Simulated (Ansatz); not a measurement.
Be, DFT, PBE, PAW with Ansatz's default frozen-core files, scalar-relativistic (Ansatz 0.2.0), run on 1 thread of Arm Neoverse V2 on a shared host.

The cell is the one relaxed in the Materials Project (mp-20), not relaxed further here; entries there can be hypothetical. The listed cell was then made from it by scaling, straining or moving an atom.

Command: `ansatz run input.yaml --threads 1 --pin off --max-ram 3072MiB --backend cpu --events-out ev --progress --plain --runs-dir out`

```yaml
crystal:
  lattice:
    - [-1.2907145798, 1.2907145798, 1.2531209513]
    - [1.2907145798, -1.2907145798, 1.2531209513]
    - [1.2907145798, 1.2907145798, -1.2531209513]
  atoms:
    - { symbol: Be, position: [0.0, 0.0, 0.0] }
kpoints:
  mp_grid: { grid: [23, 23, 23] }
scf:
  occupations: { method: fermi_dirac, width: 0.03 }
hamiltonian:
  xc: pbe
  pseudopotentials: { kind: paw }
output:
  forces: true
  stress: true
  eigenvalues: true
  efg: { contact_densities: true }
```

Question: How large is the problem that the program sets up?

Answer: 936 irreducible k-points, 169 plane waves at Γ, 5 bands.

Question: About how long does it take, and how much memory does it use?

Answer: 3.5 s of wall time for 6 SCF iterations, with a peak of 0.33 GiB. Times on shared machines scatter by tens of per cent.

Question: And the same cell and mesh by all-electron PAW (datasets made for this crystal), asked for forces, stress, eigenvalues, efg, on the same hardware?

Answer: 9 s, peak memory 0.33 GiB.
